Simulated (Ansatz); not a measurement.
# CdSe (F-43m) in Ansatz: settings compared

One crystal, CdSe, is run at these levels: PBE+D4, LDA, PBEsol; tasks: relaxation of cell and atoms.

Everything below comes from runs of Ansatz 0.2.0. Logs are shortened: lines on timing, memory, paths and dates and some standing lists are left out, and cuts for length are marked.

### 1 Starting point

The structure is cubic, space group F-43m (No. 216). Conventional cell: a = 6.141 Å, b = 6.141 Å, c = 6.141 Å, α = 90.00°, β = 90.00°, γ = 90.00°. Cd (site symmetry -43m) has 4 Se at 2.66 Å as nearest neighbours. Around Se (site symmetry -43m) lie 4 Cd at 2.66 Å.

Measurements of this composition are mostly on another form, of space group No. 186.

### 2 Relaxation of cell and atoms, PBE+D4

input.yaml reads:

```yaml
crystal:
  lattice:
    - [0.0, 3.0702711986, 3.0702711986]
    - [3.0702711986, 0.0, 3.0702711986]
    - [3.0702711986, 3.0702711986, 0.0]
  atoms:
    - { symbol: Cd, position: [0.0, 0.0, 0.0] }
    - { symbol: Se, position: [0.25, 0.25, 0.25] }
hamiltonian:
  xc: pbe
  pseudopotentials: { kind: paw }
  dispersion: d4
kpoints:
  mp_grid: { grid: [8, 8, 8] }
scf:
  occupations: { method: fermi_dirac, width: 0.05 }
output:
  forces: true
  stress: true
  write_density: true
  write_potential: true
  elf: true
  volumetric_format: npy
relax:
  f_tol: 0.01
  max_steps: 40
  cell: { stress_tol: 0.05 }
```

Potentials or basis: Ansatz PAW.

On the command line:

```console
ansatz run input.yaml --threads 2 --pin off --max-ram 5632MiB --backend cpu --events-out ev --progress --plain --runs-dir out
```

The program printed:

```text
Warning: RAYON_NUM_THREADS=2 ignored (pool sized by the plan → 2); use --threads N
Engine: ansatz 0.2.0, x86_64-unknown-linux-gnu
Pseudopotentials: kind: paw
Pseudopotential: Cd, paw, valence charge 20, recommended cutoff 420 eV (normal), Cd.paw.azcp
Pseudopotential: Se, paw, valence charge 16, recommended cutoff 420 eV (normal), Se.paw.azcp
Functional definition: PBE
  parameter kappa = 0.804
  parameter beta = 0.06672455060314922
  exchange = pbe_x(kappa = kappa, mu = beta*pi^2/3)
  correlation = pbe_c(beta = beta)
Crystal: 2 atoms, lattice volume = 57.884 Å³
Basis set: ecut = 420 eV, 1139 PW (Γ), exchange–correlation on 60×60×60 points (8 copies of the dense FFT grid, shifted against one another)
Bands: 22, of which v1, the nominal top of the filled ones, is band 18 counted from 1 (17 counted from 0)
Symmetry: 24 space group operations
Space group: F-43m (ITA 216), of the structure as read, at distance tolerance 3.9e-5 Å
k-points: 29 of 512 (time reversal used)
Non-local potential: Cd, projectors of the file, l = 0: 3, l = 1: 2, l = 2: 2, l = 3: 1
Non-local potential: Se, projectors of the file, l = 0: 2, l = 1: 2, l = 2: 3, l = 3: 1
PAW form: soft (Blöchl's): semilocal exchange-correlation on the pseudo side does not see the compensation charge
PAW one-centre angular grid: Cd, 590 points (default); XC on 64 Gauss nodes
PAW one-centre angular grid: Se, 590 points (default); XC on 64 Gauss nodes
Initial density: superposition of atomic densities (neutral atoms: chi_scale 0, normalization atom), corrected by the library's trained network
Initial wavefunctions: pseudopotential atomic-orbital guess
Functional: x = pbe(κ = 0.804, μ = 0.2195149727645171), c = pbe(β = 0.06672455060314922)
SCF iter   1: F=—  HF=-13725.416281 eV  |F-HF|=—  |Δ(HF+E_count)|=         —  Δρ=1.04e-3  dr2=1.33e-3  ethr=1.77e-3  ⟨swp⟩=6.0  Hψ=2735  notcnv=0
preconditioner: auto → none  [insulator: Δε(μ)=0.536 eV  Ē_g=12.031 eV  σ=0.050 eV  W_gap=0.99  n_scr=14 (ndim 8)  ℏωp=20.7 eV  f_vac=0.215  D(μ)=0.00/eV (n_scr^D=0)  ε∞_Penn≈4.0]
SCF iter   2: F=—  HF=-13725.416746 eV  |F-HF|=—  |Δ(HF+E_count)|=   4.65e-4  Δρ=3.80e-4  dr2=6.90e-5  ethr=3.70e-6  ⟨swp⟩=2.0  Hψ=1131  notcnv=0
SCF iter   3: F=—  HF=-13725.416775 eV  |F-HF|=—  |Δ(HF+E_count)|=   2.85e-5  Δρ=1.59e-4  dr2=1.45e-5  ethr=1.92e-7  ⟨swp⟩=2.0  Hψ=1108  notcnv=0
SCF iter   4: F=—  HF=-13725.416799 eV  |F-HF|=—  |Δ(HF+E_count)|=   2.44e-5  Δρ=7.53e-5  dr2=3.84e-6  ethr=4.03e-8  ⟨swp⟩=2.0  Hψ=880  notcnv=0
SCF iter   5: F=—  HF=-13725.416808 eV  |F-HF|=—  |Δ(HF+E_count)|=   8.52e-6  Δρ=2.06e-5  dr2=2.46e-7  ethr=1.07e-8  ⟨swp⟩=2.0  Hψ=900  notcnv=0
[... 30 lines left out ...]
SCF iter   3: F=—  HF=-13725.418436 eV  |F-HF|=—  |Δ(HF+E_count)|=   1.64e-8  Δρ=4.68e-6  dr2=3.85e-9  ethr=6.46e-11  ⟨swp⟩=2.0  Hψ=865  notcnv=0
SCF iter   4: F=—  HF=-13725.418436 eV  |F-HF|=—  |Δ(HF+E_count)|=   1.29e-9  Δρ=9.00e-7  dr2=2.15e-10  ethr=1.07e-11  ⟨swp⟩=2.1  Hψ=1156  notcnv=0
SCF iter   5: F=-13725.418436 eV  HF=-13725.418436 eV  |F-HF|=3.82e-11  |Δ(HF+E_count)|=  8.55e-11  Δρ=3.31e-7  dr2=1.94e-11  ethr=1.00e-12  ⟨swp⟩=3.8  Hψ=2915  notcnv=0
SCF 4 converged in 5 iterations: F = -13725.418436 eV  dr2 = 1.94e-11
relax step   4: F+E_penalty+E_count = -13725.41843573 eV  Δ(F+E_penalty+E_count) = +1.648e-4 eV  max|allowed force component| = 4.915e-17 eV/Å  Δτ_max = 0.0000 Å  P = -0.005 GPa  Ω = 57.110 Å³  stress off target by 4.56e-3 GPa  SCF on the basis re-selected at this cell (its energy is not comparable with the rows above)  (5 SCF iters)
basis re-selected at this cell: Δ(F+E_penalty+E_count) = +1.648e-4 eV, ΔP = +0.001 GPa vs the last step (what re-selecting the basis moved, of the pressure what is left beyond the Pulay correction that the steps carried, after the strain that the cell walked since its last selection, with what the two solves' SCF thresholds leave and, on support functions, any second-order correction that the steps lacked; it is no measure of the basis error at this ecutwfc). This SCF's stress stands 4.56e-3 GPa from its target on what of the cell is left free (relax.cell.stress_tol is 5.00e-2 GPa) and its largest allowed force component is 4.92e-17 eV/Å (relax.f_tol is 1.00e-2 eV/Å): within both
SCF converged after 5 iterations
Free energy (F): -13725.418436 eV
Harris-Foulkes:  -13725.418436 eV  (|F-HF|=3.82e-11)
Internal energy: -13725.418417 eV  (E = F + TS)
E sigma→0 (E₀):  -13725.418426 eV
Entropy (-TS):   -0.000019 eV (-0.010 meV/atom)
Fermi energy:    7.588977 eV
--- Per-component energies (eV) ---
  E_band       = -896.489142
  E_kinetic    = 623.674769
  E_local      = -6410.464435  (includes V_loc(G=0)·N_el)
  E_nonlocal   = -562.300263
  E_hartree    = 3046.854006
  E_xc         = -281.012916
  E_vxc        = -319.884889  (∫ρ·V_xc dr)
  E_paw        = -5994.671290  (= ΣΔE_a)
  E_vpaw       = -321.221701  (= ΣTr[D̂ρ^β])
  E_aug_tail   = -0.000554  (compensation charges beyond the density's cutoff)
  E_ewald      = -4146.861391
  E_disp       = -0.636342  (pairwise vdW)
  E_smearing   = -0.000019  (= −TS)
  E_closure    = 0.000000  (closes the sum)
  Σ components = -13725.418436   (vs F -13725.418436, Δ=0.00e0)
--- Forces (eV/Å), atoms counted from 1 ---
  atom   1  Cd     0.00000000    -0.00000000    -0.00000000
  atom   2  Se     0.00000000     0.00000000     0.00000000
  max |Σ_I F_I| component: 4.51e-17 eV/Å
--- Stress (GPa, compression-positive) ---
       -0.004558       0.000000      -0.000000
        0.000000      -0.004558       0.000000
       -0.000000       0.000000      -0.004558
  P = ⅓ Tr σ = -0.0046 GPa (-0.046 kbar)
--- Band table (eV; the first three rows and the last of 29) ---
  k-point 0: bands = ["-94.3359", "-55.4051", "-55.4051", "-55.4051", "-39.3617", "-39.3617", "-39.3617", "-39.3584", "-39.3584", "-5.2474", "-0.6168", "-0.6168", "-0.6168", "-0.2579", "-0.2579", "7.2606", "7.2606", "7.2606", "7.8386", "13.2039", "13.2039", "13.2039"]
  k-point 1: bands = ["-94.3358", "-55.4051", "-55.4051", "-55.4051", "-39.3617", "-39.3617", "-39.3617", "-39.3584", "-39.3584", "-5.1955", "-0.6003", "-0.6003", "-0.5696", "-0.2588", "-0.2588", "6.0654", "7.1393", "7.1393", "8.8336", "12.9854", "13.4023", "13.4023"]
  k-point 2: bands = ["-94.3358", "-55.4052", "-55.4051", "-55.4051", "-39.3617", "-39.3617", "-39.3617", "-39.3584", "-39.3584", "-5.0686", "-0.5643", "-0.5643", "-0.4106", "-0.2559", "-0.2559", "4.6387", "6.8709", "6.8709", "9.5327", "13.1947", "13.7140", "13.7140"]
  k-point 28: bands = ["-94.3358", "-55.4053", "-55.4052", "-55.4052", "-39.3617", "-39.3617", "-39.3616", "-39.3584", "-39.3584", "-4.7741", "-0.4374", "-0.4324", "-0.2905", "-0.2534", "0.2067", "3.3524", "5.0892", "5.1190", "12.2316", "12.4796", "13.7074", "14.8649"]
--- Relaxed structure (3 steps of the walk, 3 accepted, 1 SCFs on fresh bases) ---
  F+E_penalty+E_count = -13725.41843573 eV   max|allowed force component| = 4.915e-17 eV/Å   (the final SCF, on the basis selected at the relaxed cell)
  cell:  # Å, volume = 57.1099 Å³
    - [4.331066227961254e-34, 3.0565185318038584, 3.0565185318038584]
    - [3.0565185318038584, 6.216353880132619e-33, 3.0565185318038584]
    - [3.0565185318038584, 3.0565185318038584, 4.585834829606031e-33]
  atoms:
    - { symbol: Cd, position: [-9.931986073424394e-34, 1.0141080517075435e-33, 1.0350174960726475e-33] }
    - { symbol: Se, position: [0.24999999999999997, 0.24999999999999997, 0.24999999999999997] }
```

rho_z.tsv:

```text
# z_ang	rho[e/angstrom^3]
# format = ansatz-planar-average/11
# lattice	0.000000000	3.056518532	3.056518532
# lattice	3.056518532	0.000000000	3.056518532
# lattice	3.056518532	3.056518532	0.000000000
# sites	2
# site	48	0.000000000	0.000000000	0.000000000
# site	34	1.528259266	1.528259266	1.528259266
0.000000	1.392200e0
0.144086	1.359046e0
0.288171	1.227371e0
0.432257	1.072825e0
0.576343	9.865275e-1
0.720428	1.031691e0
0.864514	1.183873e0
1.008600	1.309395e0
1.152685	1.261788e0
1.296771	1.025401e0
1.440857	7.199653e-1
1.584942	4.672103e-1
1.729028	3.049210e-1
1.873114	2.124764e-1
2.017199	1.600949e-1
2.161285	1.272645e-1
2.305371	1.033340e-1
2.449456	8.540081e-2
2.593542	7.361322e-2
2.737628	6.756150e-2
2.881713	6.769499e-2
3.025799	7.604666e-2
3.169885	9.675615e-2
3.313970	1.398269e-1
3.458056	2.221958e-1
3.602142	3.623988e-1
3.746227	5.684720e-1
3.890313	8.243527e-1
4.034399	1.086653e0
4.178484	1.294563e0
```

v_z.tsv:

```text
# z_ang	v_es[eV]	v_tot[eV]
# format = ansatz-planar-average/11
# xc	pbe
# density_cutoff_ev	1680
# datasets	Cd=:simpson_from_first_knot:soft	Se=:simpson_from_first_knot:soft
# lattice	0.000000000	3.056518532	3.056518532
# lattice	3.056518532	0.000000000	3.056518532
# lattice	3.056518532	3.056518532	0.000000000
# sites	2
# site	48	0.000000000	0.000000000	0.000000000
# site	34	1.528259266	1.528259266	1.528259266
0.000000	3.080651e0	-8.144432e0
0.144086	2.343916e0	-9.167794e0
0.288171	1.901291e0	-9.739820e0
0.432257	1.857406e0	-9.802921e0
0.576343	2.156617e0	-9.442740e0
0.720428	2.700554e0	-8.758812e0
0.864514	3.417447e0	-7.808688e0
1.008600	4.236172e0	-6.654723e0
1.152685	5.051345e0	-5.429784e0
1.296771	5.748873e0	-4.266137e0
1.440857	6.302028e0	-3.201457e0
1.584942	6.808167e0	-2.158386e0
1.729028	7.375536e0	-1.042908e0
1.873114	8.096424e0	2.072957e-1
2.017199	8.997203e0	1.616455e0
2.161285	9.931003e0	3.041940e0
2.305371	1.064234e1	4.188280e0
2.449456	1.101511e1	4.933082e0
2.593542	1.113500e1	5.322931e0
2.737628	1.106808e1	5.362395e0
2.881713	1.083047e1	5.142382e0
3.025799	1.039504e1	4.630907e0
3.169885	9.712463e0	3.621375e0
3.313970	8.839658e0	2.181579e0
3.458056	7.901801e0	5.577265e-1
3.602142	6.993202e0	-1.100270e0
3.746227	6.148686e0	-2.697532e0
3.890313	5.362536e0	-4.201757e0
4.034399	4.621669e0	-5.605172e0
4.178484	3.880426e0	-6.907772e0
```

Wall time 18 s (2 threads of Intel Xeon at 2.50GHz (Skylake/Cascade Lake), shared host); peak memory 0.4 GiB.

Results:

| Quantity | Value |
| --- | --- |
| Free energy | -13725.4184 eV |
| Relaxed volume | 28.55 Å³/atom |
| Relaxed cell | a = 4.323 Å, b = 4.323 Å, c = 4.323 Å, α = 60.00°, β = 60.00°, γ = 60.00° |
| Space group after relaxing (to 0.05 Å) | F-43m (No. 216) |
| Energy gained by relaxing | 0.8 meV/atom |
| Ionic steps | 4 |
| Pressure after relaxing | 0.0 GPa |
| Band gap on the k mesh | 0.58 eV, direct |

Step by step:
```
step  energy change (eV)  largest force (eV/Å)  volume (Å³)
   1              0.0000                0.0000        57.88
   2             -0.0017                0.0000        56.87
   3             -0.0018                0.0000        57.11
   4             -0.0016                0.0000        57.11
```

Final structure:
```cif
data_structure
_symmetry_space_group_name_H-M 'P 1'
_symmetry_Int_Tables_number 1
_cell_length_a 4.3226
_cell_length_b 4.3226
_cell_length_c 4.3226
_cell_angle_alpha 60.000
_cell_angle_beta 60.000
_cell_angle_gamma 60.000
_cell_volume 57.11
loop_
_atom_site_label
_atom_site_type_symbol
_atom_site_fract_x
_atom_site_fract_y
_atom_site_fract_z
_atom_site_occupancy
Cd1 Cd 0.00000 0.00000 0.00000 1
Se1 Se 0.25000 0.25000 0.25000 1
```

Caveat: the plane-wave basis is chosen anew once the cell has moved, so the energies of steps on either side of that aren't comparable.

### 3 Relaxation of cell and atoms, LDA

Changes to input.yaml since step 2:

```diff
@@ -9,5 +9,4 @@
 hamiltonian:
-  xc: pbe
+  xc: lda
   pseudopotentials: { kind: paw }
-  dispersion: d4
 kpoints:
@@ -19,6 +18,2 @@
   stress: true
-  write_density: true
-  write_potential: true
-  elf: true
-  volumetric_format: npy
 relax:
```

Potentials or basis: Ansatz PAW.

On the command line:

```console
ansatz run input.yaml --threads 2 --pin off --max-ram 5632MiB --backend cpu --events-out ev --progress --plain --runs-dir out
```

The program printed:

```text
Warning: RAYON_NUM_THREADS=2 ignored (pool sized by the plan → 2); use --threads N
[... 4 set-up lines as earlier in the session ...]
Functional definition: SPW92
  exchange = slater_x
  correlation = pw_c
Crystal: 2 atoms, lattice volume = 57.884 Å³
Basis set: ecut = 420 eV, 1139 PW (Γ)
Bands: 22, of which v1, the nominal top of the filled ones, is band 18 counted from 1 (17 counted from 0)
[... 2 set-up lines as earlier in the session ...]
k-points: 29 of 512 (time reversal used)
[... 3 set-up lines as earlier in the session ...]
PAW frozen core: Cd, regenerated for the run's functional, and the local potential with it (the file was generated under x = pbe(κ = 0.804, μ = 0.2195149727645171), c = pbe(β = 0.06672455060314922))
PAW frozen core: Se, regenerated for the run's functional, and the local potential with it (the file was generated under x = pbe(κ = 0.804, μ = 0.2195149727645171), c = pbe(β = 0.06672455060314922))
[... 4 set-up lines as earlier in the session ...]
Functional: x = slater, c = lda
SCF iter   1: F=—  HF=-13502.204672 eV  |F-HF|=—  |Δ(HF+E_count)|=         —  Δρ=7.19e-3  dr2=2.47e-2  ethr=1.77e-3  ⟨swp⟩=6.0  Hψ=2762  notcnv=0
preconditioner: auto → none  [insulator: Δε(μ)=0.210 eV  Ē_g=11.812 eV  σ=0.050 eV  W_gap=0.72  n_scr=14 (ndim 8)  ℏωp=20.7 eV  f_vac=0.215  D(μ)=0.03/eV (n_scr^D=0)  ε∞_Penn≈4.1]
SCF iter   2: F=—  HF=-13502.197347 eV  |F-HF|=—  |Δ(HF+E_count)|=   7.33e-3  Δρ=2.46e-3  dr2=1.50e-3  ethr=6.86e-5  ⟨swp⟩=2.0  Hψ=1218  notcnv=0
[... 52 lines left out ...]
SCF converged after 6 iterations
Free energy (F): -13502.236816 eV
Harris-Foulkes:  -13502.236816 eV  (|F-HF|=1.82e-12)
Internal energy: -13502.236739 eV  (E = F + TS)
E sigma→0 (E₀):  -13502.236777 eV
Entropy (-TS):   -0.000076 eV (-0.038 meV/atom)
Fermi energy:    7.941726 eV
--- Per-component energies (eV) ---
  E_band       = -887.052900
  E_kinetic    = 625.172261
  E_local      = -6301.745545  (includes V_loc(G=0)·N_el)
  E_nonlocal   = -548.426529
  E_hartree    = 2992.936110
  E_xc         = -279.384710
  E_vxc        = -320.256342  (∫ρ·V_xc dr)
  E_paw        = -5774.298799  (= ΣΔE_a)
  E_vpaw       = -327.668375  (= ΣTr[D̂ρ^β])
  E_aug_tail   = -0.000524  (compensation charges beyond the density's cutoff)
  E_ewald      = -4219.472934
  E_core_change = 2.983931  (= ΣΔE_core)
  E_smearing   = -0.000076  (= −TS)
  E_closure    = 0.000000  (closes the sum)
  Σ components = -13502.236816   (vs F -13502.236816, Δ=0.00e0)
--- Forces (eV/Å), atoms counted from 1 ---
  atom   1  Cd     0.00000000    -0.00000000    -0.00000000
  atom   2  Se    -0.00000000     0.00000000     0.00000000
  max |Σ_I F_I| component: 1.73e-17 eV/Å
--- Stress (GPa, compression-positive) ---
       -0.006059       0.000000      -0.000000
        0.000000      -0.006059       0.000000
        0.000000       0.000000      -0.006059
  P = ⅓ Tr σ = -0.0061 GPa (-0.061 kbar)
--- Relaxed structure (4 steps of the walk, 4 accepted, 1 SCFs on fresh bases) ---
  F+E_penalty+E_count = -13502.23681569 eV   max|allowed force component| = 4.221e-17 eV/Å   (the final SCF, on the basis selected at the relaxed cell)
  cell:  # Å, volume = 54.2120 Å³
    - [1.2228892878949416e-33, 3.0039198946018852, 3.0039198946018852]
    - [3.0039198946018852, 3.859744314918409e-33, 3.0039198946018852]
    - [3.0039198946018852, 3.0039198946018852, 5.311925344293652e-33]
  atoms:
    - { symbol: Cd, position: [-9.283466588037969e-34, 9.038434036884406e-34, 1.045962283357507e-33] }
    - { symbol: Se, position: [0.25, 0.25, 0.25] }
```

Wall time 22 s (2 threads of Intel Xeon at 2.50GHz (Skylake/Cascade Lake), shared host); peak memory 0.38 GiB.

Results:

- Free energy: -13502.2368 eV
- Relaxed volume: 27.11 Å³/atom
- Relaxed cell: a = 4.248 Å, b = 4.248 Å, c = 4.248 Å, α = 60.00°, β = 60.00°, γ = 60.00°
- Space group after relaxing (to 0.05 Å): F-43m (No. 216)
- Energy gained by relaxing: 19.9 meV/atom
- Ionic steps: 5
- Pressure after relaxing: 0.0 GPa
- Band gap on the k mesh: 0.40 eV

The path:
| step | energy change (eV) | largest force (eV/Å) | volume (Å³) |
| --- | --- | --- | --- |
| 1 | 0.0000 | 0.0000 | 57.88 |
| 2 | -0.0354 | 0.0000 | 52.99 |
| 3 | -0.0403 | 0.0000 | 54.36 |
| 4 | -0.0404 | 0.0000 | 54.21 |
| 5 | -0.0398 | 0.0000 | 54.21 |

Final structure:
```
CELL_PARAMETERS angstrom
0.00000 3.00392 3.00392
3.00392 0.00000 3.00392
3.00392 3.00392 0.00000
ATOMIC_POSITIONS crystal
Cd 0.00000 0.00000 0.00000
Se 0.25000 0.25000 0.25000
```

Caveat: the plane-wave basis is chosen anew once the cell has moved, so the energies of steps on either side of that aren't comparable; the PAW data sets come from PBE, with cores solved anew for the run's functional, which leaves a small shift of forces and pressure. A k mesh can miss the band edges.

### 4 Relaxation of cell and atoms, PBEsol

Changes to input.yaml since step 3:

```diff
@@ -9,3 +9,3 @@
 hamiltonian:
-  xc: lda
+  xc: pbesol
   pseudopotentials: { kind: paw }
```

On the command line:

```console
ansatz run input.yaml --threads 2 --pin off --max-ram 5632MiB --backend cpu --events-out ev --progress --plain --runs-dir out
```

It took 20 s on 2 threads of Intel Xeon at 2.50GHz (Skylake/Cascade Lake), shared host; peak memory 0.38 GiB.

Results (log left out):

```
Free energy                            : -13609.4092 eV
Relaxed volume                         : 28.13 Å³/atom
Relaxed cell                           : a = 4.301 Å, b = 4.301 Å, c = 4.301 Å, α = 60.00°, β = 60.00°, γ = 60.00°
Space group after relaxing (to 0.05 Å) : F-43m (No. 216)
Energy gained by relaxing              : 3.7 meV/atom
Ionic steps                            : 4
Pressure after relaxing                : 0.0 GPa
Band gap on the k mesh                 : 0.48 eV
```

Step by step:
```
step  energy change (eV)  largest force (eV/Å)  volume (Å³)
   1              0.0000                0.0000        57.88
   2             -0.0070                0.0000        55.74
   3             -0.0077                0.0000        56.26
   4             -0.0074                0.0000        56.26
```

Final structure:
```yaml
crystal:
  lattice:
    - [0.00000, 3.04132, 3.04132]
    - [3.04132, 0.00000, 3.04132]
    - [3.04132, 3.04132, 0.00000]
  atoms:
    - { symbol: Cd, position: [0.00000, 0.00000, 0.00000] }
    - { symbol: Se, position: [0.25000, 0.25000, 0.25000] }
```

Caveat: the plane-wave basis is chosen anew once the cell has moved, so the energies of steps on either side of that aren't comparable; the PAW data sets come from PBE, with cores solved anew for the run's functional, which leaves a small shift of forces and pressure. A k mesh can miss the band edges.

### 5 Overview

```csv
level,gap on the mesh (eV),pressure (GPa),relaxed volume (Å³/atom)
PBE+D4,0.58,0.0,28.55
LDA,0.40,0.0,27.11
PBEsol,0.48,0.0,28.13
```

Alike in all rows: task relaxation of cell and atoms; potentials or basis Ansatz PAW; no spin polarisation; cell relaxed; k mesh 8 × 8 × 8; cutoff (eV) 420; smearing fermi-dirac 0.05 eV.

Caveats: the plane-wave basis is chosen anew once the cell has moved, so the energies of steps on either side of that aren't comparable; the PAW data sets come from PBE, with cores solved anew for the run's functional, which leaves a small shift of forces and pressure (some runs).

Total energies depend on the potentials used, so only differences within one code and one set of settings carry meaning.
